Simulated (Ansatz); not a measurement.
# AlP (F-43m): volume and gaps against pressure

```
CELL_PARAMETERS angstrom
2.71693 2.71693 0.00000
-2.71693 2.71693 0.00000
0.00000 2.71693 2.71693
ATOMIC_POSITIONS crystal
Al 0.00000 0.00000 0.00000
P 0.75000 0.25000 0.50000
```

This is the zero-pressure cell under LDA. Cell and atoms are relaxed by PAW (default files of Ansatz 0.2.0, cutoff 420 eV, stress met within about 0.05 GPa) at each pressure, in this structure whether or not another phase would take over; P is the pressure reached, less that of this cell (which was relaxed on a denser, smeared mesh). Levels come from LDA, all-electron LAPW in Ansatz 0.2.0, scalar-relativistic; k mesh 8×8×8, fixed occupations, basis error target 0.5 meV/atom. Conduction levels are in eV over the valence top (at Γ), at fixed fractional wave vectors. Zone-centre phonons come from finite displacements by PAW, without the LO-TO term.

```
P (GPa)    V/V₀      X      L      Γ  T2 TO (cm⁻¹)
  -1.97  1.0232  1.462  2.626  3.027         428.2
   0.00  1.0000  1.419  2.713  3.222         440.3
   2.01       ?      ?      ?      ?             ?
   3.98  0.9602  1.338  2.866  3.573         462.4
   6.97  0.9348  1.281  2.968  3.807         477.4
   9.97  0.9124  1.226  3.060  4.021         491.3
  14.96  0.8798  1.141  3.197  4.345         512.8
```

Task: Fit the third-order Birch-Murnaghan equation to the rows shown.

Result: With f = [(V₀/V)^(2/3) − 1]/2, the normalised pressure F = P/[3f(1 + 2f)^(5/2)] is 89.7 GPa at f = -0.0076, 90.4 GPa at f = 0.0137, 90.4 GPa at f = 0.0230, 90.4 GPa at f = 0.0315, 90.4 GPa at f = 0.0445. The line F = B₀[1 + (3/2)(B′ − 4)f] gives B₀ = 90.0 GPa and B′ = 4.1.

Task: What are the volume deformation potentials and pressure coefficients of these levels at zero pressure?

Result: 

| level | dE/dlnV (eV) | dE/dP = −(dE/dlnV)/B₀ (meV/GPa) | mean slope up to 4.0 GPa (meV/GPa) |
| --- | --- | --- | --- |
| X | 1.93 | -21.4 | -20.4 |
| L | -3.77 | 41.9 | 38.5 |
| Γ | -8.55 | 95.0 | 88.0 |

dE/dlnV is the slope of a cubic fit in ln V at V₀. The last column is read from two rows and shows how the slope bends with pressure.

Task: What mode Grüneisen parameters follow?

Result: γ = −d ln ω/d ln V at V₀ from a quadratic fit in ln V: T2 1.21.

Task: What belongs in the row at 2.01 GPa?

Result: The fits give V/V₀ = 0.9789 and X = 1.377 eV. Computed: V/V₀ = 0.9790, X = 1.377, L = 2.793, Γ = 3.405, T2 TO (cm⁻¹) = 451.7.

Keep in mind: no other phase was computed; many crystals of this kind change structure within this range, and rows or crossings beyond such a change describe a metastable lattice; the frozen-core PAW files of the relaxations were fitted under PBE, their cores solved anew for this functional; semilocal gaps are low, and the spacing of valleys can be off by tenths of an eV; levels are read at fixed fractional k, so an edge that moves off these points is missed.
